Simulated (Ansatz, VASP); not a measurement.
TePb: VASP beside Ansatz

Contents of INCAR:

```
ALGO     = Normal         # electronic algorithm
EDIFF    = 1E-6           # SCF threshold, eV
ENCUT    = 520            # plane-wave cutoff, eV
GGA      = PE             # functional
ISIF     = 2              # what is computed and relaxed
ISMEAR   = 0              # smearing method
LASPH    = True           # aspherical terms in the spheres
LCHARG   = False          # write CHGCAR
LREAL    = False          # projectors in reciprocal space
LWAVE    = False          # write WAVECAR
NBANDS   = 17             # bands
NELM     = 60             # most SCF steps
PREC     = Accurate       # precision mode
SIGMA    = 0.05           # smearing width, eV
```

File KPOINTS:

```
k-points
0
Gamma
  8 8 8
```

File POSCAR:

```
TePb
1.0
    0.7865962268      3.6643873007      3.6643873007
    3.6643873007      0.7865962268      3.6643873007
    3.6643873007      3.6643873007      0.7865962268
Te Pb
1 1
Direct
    0.5000000000      0.5000000000      0.5000000000
    0.0000000000      0.0000000000      0.0000000000
```

Input for Ansatz:

```yaml
crystal:
  lattice:
    - [0.7865962268, 3.6643873007, 3.6643873007]
    - [3.6643873007, 0.7865962268, 3.6643873007]
    - [3.6643873007, 3.6643873007, 0.7865962268]
  atoms:
    - { symbol: Te, position: [0.5, 0.5, 0.5] }
    - { symbol: Pb, position: [0.0, 0.0, 0.0] }
basis:
  ecutwfc: 420
kpoints:
  mp_grid: { grid: [8, 8, 8] }
hamiltonian:
  xc: pbe
scf:
  occupations: { method: gaussian, width: 0.05 }
output:
  forces: true
  stress: true
  eigenvalues: true
```

Alike in both runs: task single point; functional PBE; k mesh 8 × 8 × 8; occupations gaussian, width 0.05 eV; no spin polarisation.

|  | VASP | Ansatz |
| --- | --- | --- |
| version | VASP 6.6.1 | Ansatz 0.2.0 |
| potentials or method | VASP PAW PBE potentials, release 64 (Te, Pb_d) | scalar-relativistic, plane waves, PAW |
| plane-wave cutoff (eV) | 520 | 420 |
| valence electrons in the cell | 20 | 30 |

|  | VASP | Ansatz | Ansatz less VASP |
| --- | --- | --- | --- |
| gap on the k mesh at the Fermi level (eV) | none | none | - |
| pressure (GPa) | 0.3 | 0.3 | +0.03 |
| largest component of the traceless stress (GPa) | 2.44 | 2.44 | +0.001 |

A gap of «none» marks a metal or a gap that the smearing closes. The functional is the same, so the differences come from potentials, cutoffs and numerics. The two sets of potentials don't hold the same shells in valence.

The runs have no spin-orbit coupling, so splittings on Pb, Te are missing.
